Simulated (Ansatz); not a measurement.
The system is Re.

```xyz
2
Lattice="2.7608 0.0000 0.0000 -1.3804 2.3909 0.0000 0.0000 0.0000 4.4582" Properties=species:S:1:pos:R:3 pbc="T T T"
Re    1.3804    0.7970    3.3436
Re    0.0000    1.5939    1.1145
```

| Property | Result |
| --- | --- |
| Program | Ansatz 0.2.0 |
| Task | relaxation of cell and atoms |
| Functional | PBEsol |
| Dispersion | D4 |
| Potentials or basis | all-electron LAPW, scalar-relativistic |
| Basis error allowed | 0.001 eV/atom |
| k mesh | 11 × 11 × 6 |
| Occupations | fermi-dirac, width 0.05 eV |
| Spin | no spin polarisation |

At the start: volume 14.71 Å³/atom.

**Question.** Where does the relaxation end?

**Answer.** Over 4 steps the energy falls by 8.1 meV/atom and the volume is 14.40 Å³/atom (-2.1 %); space group P6_3/mmc (No. 194, to 0.05 Å).

The path:
```
step  energy change (eV)  largest force (eV/Å)  volume (Å³)
   1              0.0000                0.0000        29.43
   2             -0.0160                0.0000        28.86
   3             -0.0162                0.0000        28.80
   4             -0.0162                0.0000        28.80
```

Final structure:
```
CELL_PARAMETERS angstrom
2.74066 0.00000 0.00000
-1.37033 2.37348 0.00000
0.00000 0.00000 4.42786
ATOMIC_POSITIONS crystal
Re 0.66667 0.33333 0.75000
Re 0.33333 0.66667 0.25000
```
